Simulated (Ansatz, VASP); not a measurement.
Si in VASP and in Ansatz

```xyz
16
Lattice="0.0000 5.4437 5.4437 5.4437 0.0000 5.4437 5.4437 5.4437 0.0000" Properties=species:S:1:pos:R:3 pbc="T T T"
Si    4.0828    4.0828    4.0828
Si    6.8046    6.8046    4.0828
Si    6.8046    4.0828    6.8046
Si    9.5265    6.8046    6.8046
Si    4.0828    6.8046    6.8046
Si    6.8046    9.5265    6.8046
Si    6.8046    6.8046    9.5265
Si    9.5265    9.5265    9.5265
Si    2.7219    2.7219    2.7219
Si    5.4437    5.4437    2.7219
Si    5.4437    2.7219    5.4437
Si    8.1656    5.4437    5.4437
Si    2.7219    5.4437    5.4437
Si    5.4437    8.1656    5.4437
Si    5.4437    5.4437    8.1656
Si    8.1656    8.1656    8.1656
```

Alike in both runs: task electric field gradients; functional PBE; k mesh 4 × 4 × 4; no spin polarisation.

|  | VASP | Ansatz |
| --- | --- | --- |
| version | VASP 6.6.1 | Ansatz 0.2.0 |
| potentials or method | VASP PAW PBE potentials, release 64 (Si) | plane-wave PAW, scalar-relativistic |
| plane-wave cutoff (eV) | 520 | 420 |
| occupations | gaussian, width 0.01 eV | fixed |
| valence electrons in the cell | 64 | 64 |

```tsv
	VASP	Ansatz	Ansatz less VASP
gap on the k mesh at the Fermi level (eV)	0.63	0.63	-0.003
Vzz of the field gradient on the site that differs most (V/Å²)	0.0	0.0	0.00
```

A k mesh can miss the band edges.
